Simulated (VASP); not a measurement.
Input of a VASP 6.6.1 run:

Contents of INCAR:

```
SYSTEM = Se
PREC = Accurate
ENCUT = 520
EDIFF = 1E-7
ISMEAR = 0
SIGMA = 0.1
LREAL = .FALSE.
LASPH = .TRUE.
NELM = 120
ALGO = Normal
ISIF = 3
LWAVE = .FALSE.
LCHARG = .FALSE.
GGA = PE
IBRION = 2
NSW = 60
EDIFFG = -0.005
POTIM = 0.3
```

KPOINTS

```
Automatic mesh
0
G
  22 22 22
  0 0 0
```

File POSCAR:

```
Se                                      
1.0
   -1.7192966697      1.7192966697      1.7192966697
    1.7192966697     -1.7192966697      1.7192966697
    1.7192966697      1.7192966697     -1.7192966697
  Se            
     1
Direct
     0.0000000000000000    0.0000000000000000    0.0000000000000000
```

Potentials or basis: VASP PAW PBE potentials, release 64 (Se).

Launch:

```bash
$ cat potpaw_PBE.64/Se/POTCAR > POTCAR
$ mpirun -np 1 vasp_std > vasp.out
```

(1) What does it give for the band gap on the k mesh?

## Answers

(1) none (metal or under the smearing width).

Caveat: the relaxation stopped at its first step, so nothing moved.
